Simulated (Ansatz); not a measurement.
InP under changes of volume

One of the cells (21.227 Å³/atom); the others are scaled copies at fixed shape and fractional positions:

```
CELL_PARAMETERS angstrom
0.00000 2.76883 2.76883
2.76883 0.00000 2.76883
2.76883 2.76883 0.00000
ATOMIC_POSITIONS crystal
In 0.00000 0.00000 0.00000
P 0.50000 0.50000 0.50000
```

Measurements of this composition are mostly on another form, of space group No. 216.

| Item | Value |
| --- | --- |
| Program | Ansatz 0.2.0 |
| Functional | PBEsol |
| Potentials or basis | Ansatz PAW |
| Cutoff | 420 eV (not typed: the program's choice for these potentials) |
| k mesh | 8 × 8 × 8 |
| Occupations | fermi-dirac, width 0.05 eV |
| Spin | no spin polarisation |

```tsv
volume (Å³/atom)	energy over the lowest point (meV/atom)	pressure (GPa)
19.953	1.51	1.6
20.378	0.00	-0.3
20.803	3.09	-1.9
21.227	10.22	-3.4
21.652	20.96	-4.6
22.076	34.88	-5.8
22.501	?	?
```

What does the run at 22.501 Å³/atom give?

Energy over the lowest point 51.49 meV/atom; pressure -6.7 GPa.

Worked out: A Birch-Murnaghan fit of order 3 (a polynomial in V^(-2/3)) to the other rows has its minimum at 20.30 Å³/atom with B0 = V·E''(V) = 84 GPa and B' = 4.7. It gives 51.66 meV/atom at 22.501 Å³/atom, against the run's 51.49, and -dE/dV = -6.8 GPa, against -6.7.

Energies are extrapolated to zero smearing.

Caveats: the PAW data sets come from PBE, with cores solved anew for the run's functional, which leaves a small shift of forces and pressure.
